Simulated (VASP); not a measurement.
# MgO (P-6m2) in VASP: notebook, part 2 of 2

VASP 6.6.1. Earlier steps stand in the parts before.

## Step 4: Dielectric tensor, PBE

The input, INCAR:

```
ALGO     = Normal         # electronic algorithm
EDIFF    = 1E-8           # SCF threshold, eV
ENCUT    = 250            # plane-wave cutoff, eV
GGA      = PE             # functional
ISIF     = 2              # what is computed and relaxed
ISMEAR   = 0              # smearing method
LASPH    = True           # aspherical terms in the spheres
LCHARG   = False          # write CHGCAR
LEPSILON = True           # dielectric tensor by DFPT
LREAL    = False          # projectors in reciprocal space
LWAVE    = False          # write WAVECAR
NELM     = 100            # most SCF steps
PREC     = Accurate       # precision mode
SIGMA    = 0.01           # smearing width, eV
```

The input, KPOINTS:

```
k-points
0
Gamma
  8 8 8
```

The input, POSCAR:

```
MgO
1.0
    2.9380209034      0.0000000000      0.0000000000
   -1.4690104517      2.5444007392      0.0000000000
    0.0000000000      0.0000000000      2.6796800000
Mg O
1 1
Direct
    0.0000000000      0.0000000000      0.0000000000
    0.3333333333      0.6666666667      0.5000000000
```

Potentials or basis: VASP PAW PBE potentials, release 64 (Mg, O).

On the command line:

```
$ cat potpaw_PBE.64/Mg/POTCAR potpaw_PBE.64/O/POTCAR > POTCAR
$ mpirun -np 1 vasp_std > vasp.out
```

OUTCAR:

```text
EDIFF = 1E-8
   ENCUT = 250
   GGA = PE
   ISIF = 2
   ISMEAR = 0
   LASPH = True
   LEPSILON = True
   LREAL = False
   NELM = 100
   PREC = Accurate

 Found     50 irreducible k-points:

 Following reciprocal coordinates:
            Coordinates               Weight
  0.000000  0.000000  0.000000      1.000000
  0.125000  0.000000  0.000000      6.000000
  0.250000  0.000000  0.000000      6.000000
  0.375000  0.000000  0.000000      6.000000
  0.500000  0.000000  0.000000      3.000000
  0.125000  0.125000  0.000000      6.000000
   k-points           NKPTS =     50   k-points in BZ     NKDIM =     50   number of bands    NBANDS=      8
   number of dos      NEDOS =    301   number of ions     NIONS =      2
   total plane-waves  NPLWV =   3584
   dimension x,y,z NGX =    16 NGY =   16 NGZ =   14
   dimension x,y,z NGXF=    32 NGYF=   32 NGZF=   28
   ions per type =               1   1
   NGX,Y,Z   is equivalent  to a cutoff of   9.05,  9.05,  8.69 a.u.
   NGXF,Y,Z  is equivalent  to a cutoff of  18.11, 18.11, 17.37 a.u.
 SYSTEM =  unknown system
   PREC   = accura    normal or accurate (medium, high low for compatibility)
   ISTART =      0    job   : 0-new  1-cont  2-samecut
   ICHARG =      2    charge: 1-file 2-atom 10-const
   ISPIN  =      1    spin polarized calculation?
   LNONCOLLINEAR =      F non collinear calculations
   LSORBIT =      F    spin-orbit coupling
   LASPH  =      T    aspherical Exc in radial PAW
   ENCUT  =  250.0 eV  18.37 Ry    4.29 a.u.   3.79  3.79  3.45*2*pi/ulx,y,z
   NELM   =    100;   NELMIN=  2; NELMDL= -5     # of ELM steps
   EDIFF  = 0.1E-07   stopping-criterion for ELM
   LREAL  =      F    real-space projection
   EDIFFG = 0.1E-06   stopping-criterion for IOM
   NSW    =      0    number of steps for IOM
   IBRION =     -1    ionic relax: 0-MD 1-quasi-New 2-CG
   NFREE  =      0    steps in history (QN), initial steepest desc. (CG)
   ISIF   =      2    stress and relaxation
   ISYM   =      2    0-nonsym 1-usesym 2-fastsym
   POTIM  = 0.5000    time-step for ionic-motion
   TEBEG  =    0.0;   TEEND  =   0.0 temperature during run
   PSTRESS=    0.0 pullay stress
   NELECT =       8.0000    total number of electrons
[... 140 lines left out ...]
           0.000000     0.000000     3.547378
 ------------------------------------------------------

 Free energy of the ion-electron system (eV)
  ---------------------------------------------------
  ---------------------------------------------------
  free energy    TOTEN  =        -0.14380412 eV

  energy without entropy =       -0.14380412

------------------------ aborting loop because EDIFF is reached ----------------------------------------

--------------------------------------- Ionic step        2  -------------------------------------------

------------------------ aborting loop because EDIFF is reached ----------------------------------------

--------------------------------------- Ionic step        3  -------------------------------------------

 Free energy of the ion-electron system (eV)
  ---------------------------------------------------
  ---------------------------------------------------
  free energy    TOTEN  =        -0.14862712 eV

  energy without entropy =       -0.14862712

------------------------ aborting loop because EDIFF is reached ----------------------------------------

 PIEZOELECTRIC TENSOR FIELD DIRECTION 3  (e Angst)
 -----------------------------------------------------------------------------
    -0.00021  0.00000  0.00000           (  0.00000  0.00000  0.00000)
    -0.00000 -0.00021 -0.00000           ( -0.00000  0.00000 -0.00000)
    -0.00000 -0.00000  0.00062           (  0.00000 -0.00000 -0.00001)

 PIEZOELECTRIC TENSOR FIELD DIRECTION 3  (C/m^2)
 -----------------------------------------------------------------------------
    -0.00016  0.00000  0.00000
    -0.00000 -0.00016 -0.00000
    -0.00000 -0.00000  0.00049

 MACROSCOPIC STATIC DIELECTRIC TENSOR (including local field effects in DFT)
 ------------------------------------------------------
           3.350843     0.000000     0.000000
           0.000000     3.350843    -0.000000
           0.000000     0.000000     3.437827
 ------------------------------------------------------

 PIEZOELECTRIC TENSOR (including local field effects)  for field in x, y, z        (e  Angst)
          XX          YY          ZZ          XY          YZ          ZX
  --------------------------------------------------------------------------------
  x     0.00000     0.00000     0.00000     0.33699     0.00000     0.00000
  y     0.33699    -0.33699     0.00000     0.00000     0.00000     0.00000
  z     0.00000     0.00000     0.00000     0.00000     0.00000     0.00000

 PIEZOELECTRIC TENSOR (including local field effects)  for field in x, y, z        (C/m^2)
          XX          YY          ZZ          XY          YZ          ZX
  --------------------------------------------------------------------------------
  x     0.00000     0.00000     0.00000     0.26953     0.00000     0.00000
  y     0.26953    -0.26953     0.00000     0.00000     0.00000     0.00000
  z     0.00000     0.00000     0.00000     0.00000     0.00000     0.00000

 BORN EFFECTIVE CHARGES (including local field effects) (in |e|, cummulative output)
 ---------------------------------------------------------------------------------
 ion    1
    1     1.92328     0.00000     0.00000
    2     0.00000     1.92328     0.00000
    3     0.00000     0.00000     2.02979
 ion    2
    1    -1.92328     0.00000     0.00000
    2    -0.00000    -1.92328     0.00000
    3    -0.00000     0.00000    -2.02979
```

OSZICAR:

```text
N       E                     dE             d eps       ncg     rms          rms(c)
DAV:   1    -0.216163203099E+01   -0.21616E+01   -0.34187E+03  1008   0.472E+02
DAV:   2    -0.126005553678E+02   -0.10439E+02   -0.10421E+02  1008   0.838E+01
DAV:   3    -0.126678868459E+02   -0.67331E-01   -0.67331E-01  1168   0.724E+00
[... 15 lines left out ...]
RMM:   4    -0.147534555150E+00   -0.87226E-02   -0.33447E-03  1583   0.493E-01    0.351E-02
RMM:   5    -0.148574553627E+00   -0.10400E-02   -0.48350E-05  1738   0.689E-02    0.788E-03
RMM:   6    -0.148556834002E+00    0.17720E-04   -0.84281E-07  1789   0.814E-03    0.314E-03
RMM:   7    -0.148626578845E+00   -0.69745E-04   -0.46852E-07  1722   0.616E-03    0.261E-04
RMM:   8    -0.148626030247E+00    0.54860E-06   -0.31477E-09  1787   0.670E-04    0.102E-04
RMM:   9    -0.148627117279E+00   -0.10870E-05    0.79865E-10  1596   0.282E-04    0.534E-06
```

stdout:

```text
POSCAR found type information on POSCAR MgO
 POSCAR found :  2 types and       2 ions
 scaLAPACK will be used
 LDA part: xc-table for (Slater+PW92), standard interpolation
 POSCAR, INCAR and KPOINTS ok, starting setup
 FFT: planning ... GRIDC
 FFT: planning ... GRID_SOFT
 FFT: planning ... GRID
 WAVECAR not read
 entering main loop
 Linear response reoptimize wavefunctions to high precision
 Linear response G [H, r] |phi>, progress :
  Direction:   1
 Linear response G [H, r] |phi>, progress :
  Direction:   2
 Linear response G [H, r] |phi>, progress :
  Direction:   3
 Linear response to external field (no local field effect), progress :
  Direction:   1
 dielectric tensor                  component  1 :     3.087    -0.656    -0.184
 Linear response to external field (no local field effect), progress :
  Direction:   2
 dielectric tensor                  component  2 :    -0.655     3.786    -0.263
 Linear response to external field (no local field effect), progress :
  Direction:   3
 dielectric tensor                  component  3 :    -0.184    -0.263     3.547
 Linear response to external field, progress :
  Direction:   1
 dielectric tensor                  component  1 :     3.351    -0.000     0.090
 Linear response to external field, progress :
  Direction:   2
 dielectric tensor                  component  2 :    -0.339     3.351    -0.199
 Linear response to external field, progress :
  Direction:   3
 dielectric tensor                  component  3 :    -0.065    -0.279     3.438
 Born effective charges drift removed
```

Run time: 25 s. Hardware: 1 thread of Intel Xeon Platinum 8559C (Emerald Rapids), shared host; peak memory 0.13 GiB.

The run converged, but a check on its numbers failed (symmetry, net force, bounds or a known fault of this set-up), so they aren't taken as properties of the crystal.

Caveat: the cutoff lies under the usual one of these potentials, so the numbers hold a large basis-set error.

## Step 5: For comparison

An earlier run on the cell as given: functional PBE; potentials or basis VASP PAW PBE potentials, release 64 (Mg, O); cutoff 520 eV; k mesh 10 × 10 × 10; occupations fermi-dirac, width 0.05 eV; no spin polarisation.

* Pressure: -0.7 GPa
* Band gap on the k mesh: 3.01 eV, indirect (least direct gap 3.40 eV)
